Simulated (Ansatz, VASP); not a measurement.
## Zn2Si3N in VASP and in Ansatz

```xyz
6
Lattice="4.5446 0.0000 0.0000 0.0000 4.5446 0.0000 0.0000 0.0000 4.9974" Properties=species:S:1:pos:R:3 pbc="T T T"
Zn    2.2723    0.0000    0.0000
Zn    0.0000    2.2723    0.0000
Si    2.2723    2.2723    2.4987
Si    2.2723    2.2723    0.0000
Si    0.0000    0.0000    0.0000
N     0.0000    0.0000    2.4987
```

Alike in both runs: task single point; functional PBE; k mesh 4 × 4 × 4; occupations gaussian, width 0.1 eV; no spin polarisation.

```csv
,VASP,Ansatz
version,VASP 6.6.1,Ansatz 0.2.0
potentials or method,"VASP PAW PBE potentials, release 64 (Zn, Si, N)","scalar-relativistic, plane waves, PAW"
plane-wave cutoff (eV),520,420
valence electrons in the cell,41,41
```

```csv
,VASP,Ansatz,Ansatz less VASP
gap on the k mesh at the Fermi level (eV),none,none,-
pressure (GPa),6.1,5.9,-0.16
largest component of the traceless stress (GPa),20.91,20.74,-0.169
```

A gap of «none» marks a metal or a gap that the smearing closes. The functional is the same, so the differences come from potentials, cutoffs and numerics.
